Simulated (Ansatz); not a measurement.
CsI:
```xyz
2
Lattice="4.6108 0.0000 0.0000 0.0000 4.6108 0.0000 0.0000 0.0000 4.6108" Properties=species:S:1:pos:R:3 pbc="T T T"
Cs     0.0000     0.0000     0.0000
I      2.3054     2.3054     2.3054
```

x, y and z are the axes in which the lattice vectors are written.

### Question
Give the high-frequency dielectric tensor and the Born effective charge tensors of the independent atoms from DFPT, the program Ansatz at the r²SCAN level (PAW).

### Answer

ε∞:
```
3.09  0.00  0.00
0.00  3.09  0.00
0.00  0.00  3.09
```
Z* of atom 1 (Cs), rows: field, columns: displacement, in e:
```
1.29  0.00  0.00
0.00  1.29  0.00
0.00  0.00  1.29
```
Z* of atom 2 (I), rows: field, columns: displacement, in e:
```
-1.29   0.00   0.00
 0.00  -1.29   0.00
 0.00   0.00  -1.29
```

Static charges for comparison (Bader): Cs1 +0.82, I2 -0.82 e. Born charges measure polarisation by displacement and can exceed these by far.

Space group Pm-3m (CsCl type). Symmetry was held in the r²SCAN relaxation; phonons on a q-mesh show no instability. Spin–orbit coupling is left out wherever it is not named.

Potentials: the later of the program's two PAW sets.
